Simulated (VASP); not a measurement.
# C in VASP: further runs

One slab, C, is run at these levels: LDA; tasks: single point.

Program: VASP 6.6.1. These are calculated values, not measurements. Logs are shortened: lines on timing, memory, paths and dates and some standing lists are left out, and cuts for length are marked.

## (1) The slab as given

The cell holds a slab with vacuum, 8 atoms: a = 2.456 Å, b = 2.456 Å, c = 28.805 Å, α = 90.00°, β = 90.00°, γ = 120.00°.

The slab is cut from a database's or a generator's crystal, which needn't be the stable form of the element.

## (2) Single point, LDA

The input, INCAR:

```
PREC = Accurate
ENCUT = 600
EDIFF = 1E-7
ISMEAR = 1
SIGMA = 0.1
LREAL = F
LASPH = T
NELM = 120
ALGO = Normal
ISIF = 2
LWAVE = F
LCHARG = F
LDIPOL = T
IDIPOL = 3
DIPOL = 0.5 0.5 0.500
NBANDS = 32
LVHAR = T
LVACPOTAV = T
```

The input, KPOINTS:

```
regular mesh
0
Gamma
  19 19 1
```

The input, POSCAR:

```
C
1.0
    2.4560959400      0.0000000000      0.0000000000
   -1.2280479700      2.1270618200      0.0000000000
    0.0000000000      0.0000000000     28.8049153298
C
8
Direct
    0.5833794600      0.1667589200      0.3124466744
    0.9166205400      0.8332410800      0.3124466744
    0.0833794600      0.1667589200      0.4385240305
    0.4166205400      0.8332410800      0.4385240305
    0.5833794600      0.1667589200      0.5614759695
    0.9166205400      0.8332410800      0.5614759695
    0.0833794600      0.1667589200      0.6875533256
    0.4166205400      0.8332410800      0.6875533256
```

Potentials or basis: VASP PAW LDA potentials, release 64 (C).

Command:

```
> cat potpaw_LDA.64/C/POTCAR > POTCAR
> mpirun -np 1 vasp_std > vasp.out
```

OUTCAR:

```text
PREC = Accurate
   ENCUT = 600
   EDIFF = 1E-7
   ISMEAR = 1
   LREAL = F
   LASPH = T
   NELM = 120
   ISIF = 2

 Found    100 irreducible k-points:

 Following reciprocal coordinates:
            Coordinates               Weight
  0.000000  0.000000  0.000000      1.000000
  0.052632 -0.000000  0.000000      4.000000
  0.000000  0.052632  0.000000      2.000000
  0.105263 -0.000000  0.000000      4.000000
  0.000000  0.105263  0.000000      2.000000
  0.157895 -0.000000  0.000000      4.000000
   k-points           NKPTS =    100   k-points in BZ     NKDIM =    100   number of bands    NBANDS=     32
   number of dos      NEDOS =    301   number of ions     NIONS =      8
   total plane-waves  NPLWV =  96000
   dimension x,y,z NGX =    20 NGY =   20 NGZ =  240
   dimension x,y,z NGXF=    40 NGYF=   40 NGZF=  480
   ions per type =               8
   NGX,Y,Z   is equivalent  to a cutoff of  13.54, 13.54, 13.85 a.u.
   NGXF,Y,Z  is equivalent  to a cutoff of  27.07, 27.07, 27.70 a.u.
 SYSTEM =  unknown system
   PREC   = accura    normal or accurate (medium, high low for compatibility)
   ISTART =      0    job   : 0-new  1-cont  2-samecut
   ICHARG =      2    charge: 1-file 2-atom 10-const
   ISPIN  =      1    spin polarized calculation?
   LNONCOLLINEAR =      F non collinear calculations
   LSORBIT =      F    spin-orbit coupling
   LASPH  =      T    aspherical Exc in radial PAW
   ENCUT  =  600.0 eV  44.10 Ry    6.64 a.u.   4.91  4.91 57.53*2*pi/ulx,y,z
   NELM   =    120;   NELMIN=  2; NELMDL= -5     # of ELM steps
   EDIFF  = 0.1E-06   stopping-criterion for ELM
   LREAL  =      F    real-space projection
   EDIFFG = 0.1E-05   stopping-criterion for IOM
   NSW    =      0    number of steps for IOM
   IBRION =     -1    ionic relax: 0-MD 1-quasi-New 2-CG
   NFREE  =      0    steps in history (QN), initial steepest desc. (CG)
   ISIF   =      2    stress and relaxation
   ISYM   =      2    0-nonsym 1-usesym 2-fastsym
   POTIM  = 0.5000    time-step for ionic-motion
   TEBEG  =    0.0;   TEEND  =   0.0 temperature during run
   PSTRESS=    0.0 pullay stress
   NELECT =      32.0000    total number of electrons
   NUPDOWN=      -1.0000    fix difference up-down
   EMIN   =  10.00;   EMAX   =-10.00  energy-range for DOS
   EFERMI =   0.00;   METHOD = LEGACY
   ISMEAR =     1;   SIGMA  =   0.10  broadening in eV -4-tet -1-fermi 0-gaus
   EFERMI_NEDOS =   21; number of points for ismear=-14 and -15
   IALGO  =     38    algorithm
   IMIX   =      4    mixing-type and parameters
     AMIX     =   0.40;   BMIX     =  1.00
     AMIX_MAG =   1.60;   BMIX_MAG =  1.00
  volume/ion in A,a.u.               =      18.81       126.94
  Fermi-wavevector in a.u.,A,eV,Ry     =   0.977149  1.846544 12.991118  0.954820
  Thomas-Fermi vector in A             =   2.107824
   LORBIT       =      0    0 simple, 1 ext, 2 COOP (PROOUT), +10 PAW based schemes
   GGA     = CA    functional components
   LHFCALC =     F    Hartree Fock is set to
   AEXX    =    0.0000 exact exchange contribution
   IVDW    =     0    specifies the selected vdW correction
   LEPSILON=     F    determine dielectric tensor
   LRPA    =     F    only Hartree local field effects (RPA)
 non-spin polarized calculation
 Methfessel and Paxton  Order N= 1 SIGMA  =   0.10
  energy-cutoff  :      600.00
  volume of cell :      150.48
 maximum number of plane-waves:      5107
   NGX =  9   NGY =  9   NGZ =115

 number of electron      31.9999997 magnetization

 dipolmoment           0.000000      0.000000     -0.000000 electrons x Angstroem

 Free energy of the ion-electron system (eV)
  ---------------------------------------------------
  ext. energy  EPLUGINS =         0.00000000
  ---------------------------------------------------
  free energy    TOTEN  =       -80.84537455 eV

  energy without entropy =      -80.84548670  energy(sigma->0) =      -80.84541194

 E-fermi :  -0.4481     XC(G=0):  -5.4028

 val. band max:       -0.5245796136   @ k =   0.3158   0.3158   0.0000
 cond. band min:      -0.0947512138   @ k =   0.3684   0.3158   0.0000
 fundamental gap:      0.4298283998
 Fermi energy:        -0.4481019279

 k-point     1 :       0.0000    0.0000    0.0000
  band No.  band energies     occupation
      1     -19.7120      2.00000
      2     -19.6604      2.00000
      3     -19.6129      2.00000
      4     -19.5600      2.00000
      5      -8.5403      2.00000
      6      -8.1770      2.00000
[... 20 lines left out ...]
     27       8.0940      0.00000
     28       8.0945      0.00000

 k-point     2 :       0.0526   -0.0000    0.0000
  band No.  band energies     occupation
      1     -19.6461      2.00000
      2     -19.5947      2.00000
      3     -19.5475      2.00000
      4     -19.4949      2.00000
      5      -8.4597      2.00000
      6      -8.0974      2.00000
[... 20 lines left out ...]
     27       8.1324      0.00000
     28       8.1445      0.00000

 k-point     3 :       0.0000    0.0526    0.0000
  band No.  band energies     occupation
      1     -19.6461      2.00000
      2     -19.5947      2.00000
      3     -19.5475      2.00000
      4     -19.4949      2.00000
      5      -8.4598      2.00000
      6      -8.0974      2.00000
[... 20 lines left out ...]
     27       8.1388      0.00000
     28       8.1421      0.00000

 k-point     4 :       0.1053   -0.0000    0.0000
  band No.  band energies     occupation
      1     -19.4487      2.00000
      2     -19.3980      2.00000
      3     -19.3515      2.00000
      4     -19.2995      2.00000
      5      -8.2184      2.00000
      6      -7.8590      2.00000
[... 20 lines left out ...]
     27       8.1947      0.00000
     28       8.2025      0.00000

 k-point     5 :       0.0000    0.1053    0.0000
  band No.  band energies     occupation
      1     -19.4488      2.00000
      2     -19.3981      2.00000
      3     -19.3515      2.00000
      4     -19.2995      2.00000
      5      -8.2188      2.00000
      6      -7.8590      2.00000
[... 20 lines left out ...]
     27       8.2025      0.00000
     28       8.2062      0.00000

 k-point     6 :       0.1579   -0.0000    0.0000
  band No.  band energies     occupation
      1     -19.1208      2.00000
      2     -19.0712      2.00000
      3     -19.0258      2.00000
      4     -18.9750      2.00000
      5      -7.8188      2.00000
      6      -7.4642      2.00000
[... 20 lines left out ...]
     27       8.1881      0.00000
     28       8.2766      0.00000

 [... further k-points ...]

 [bands above 28 left out]

------------------------ aborting loop because EDIFF is reached ----------------------------------------

  FORCE on cell =-STRESS in cart. coord.  units (eV):
  Direction    XX          YY          ZZ          XY          YZ          ZX
  --------------------------------------------------------------------------------------
  -------------------------------------------------------------------------------------
  Total       -2.1961364     -2.2852981     -0.5501314      0.0000000      0.0000000      0.0000000
  in kB      -23.3817953    -24.3310807     -5.8571313      0.0000000      0.0000000      0.0000000
  external PRESSURE =     -17.8566691 kB  Pullay stress =       0.0000000 kB

 VOLUME and BASIS-vectors are now :
 -----------------------------------------------------------------------------
  energy-cutoff  :      600.00
  volume of cell :      150.48
      direct lattice vectors                 reciprocal lattice vectors
     2.456095940  0.000000000  0.000000000     0.407150219  0.235066041  0.000000000
    -1.228047970  2.127061820  0.000000000     0.000000000  0.470132081  0.000000000
     0.000000000  0.000000000 28.804915330     0.000000000  0.000000000  0.034716297

 POSITION                                       TOTAL-FORCE (eV/Angst)
 -----------------------------------------------------------------------------------
      1.22805      0.35471      9.00000        -0.000000     -0.018979      0.018772
      1.22805      1.77236      9.00000         0.000000      0.018979      0.018772
      0.00000      0.35471     12.63165        -0.000000     -0.014815     -0.003622
     -0.00000      1.77236     12.63165         0.000000      0.014815     -0.003622
      1.22805      0.35471     16.17327        -0.000000     -0.014815      0.003622
      1.22805      1.77236     16.17327         0.000000      0.014815      0.003622
      0.00000      0.35471     19.80492        -0.000000     -0.018979     -0.018772
     -0.00000      1.77236     19.80492         0.000000      0.018979     -0.018772
 -----------------------------------------------------------------------------------
    total drift:                                0.000000     -0.000000      0.000000

  FREE ENERGIE OF THE ION-ELECTRON SYSTEM (eV)
  ---------------------------------------------------
  free  energy   TOTEN  =       -80.8453745531 eV

  energy  without entropy=      -80.8454866999  energy(sigma->0) =      -80.84541194

 vacuum level on the upper side and lower side of the slab         4.278         4.278
```

It took 6.2 min on 1 thread of Intel Xeon 6975P-C (Granite Rapids), shared host; peak memory 0.49 GiB.

These settings aren't checked as converged: the numbers below hold their error.

What came out:

| Item | Value |
| --- | --- |
| Free energy | -80.8454 eV |
| Largest force | 0.027 eV/Å |
| Band gap on the k mesh | 0.43 eV, indirect (least direct gap 0.49 eV) |
| Ionisation potential of the upper face | 4.80 eV |

## (3) Single point, LDA

INCAR: that of step 2 with these lines changed.

```diff
@@ -1,3 +1,3 @@
 PREC = Accurate
-ENCUT = 600
+ENCUT = 500
 EDIFF = 1E-7
```

The input, KPOINTS:

```
regular mesh
0
Gamma
  15 15 1
```

POSCAR is that of step 2.

Potentials or basis: VASP PAW LDA potentials, release 64 (C).

Command:

```
> cat potpaw_LDA.64/C/POTCAR > POTCAR
> mpirun -np 1 vasp_std > vasp.out
```

Run time: 3.6 min. Hardware: 1 thread of Intel Xeon 6975P-C (Granite Rapids), shared host; peak memory 0.32 GiB.

The run converged, but some of its settings lie outside the range that counts as converged, so its numbers aren't taken as properties of the slab.

Results:

| Item | Value |
| --- | --- |
| Free energy | -80.8121 eV |
| Largest force | 0.033 eV/Å |
| Band gap on the k mesh | 0.08 eV, direct |
| Ionisation potential of the upper face | 4.57 eV |
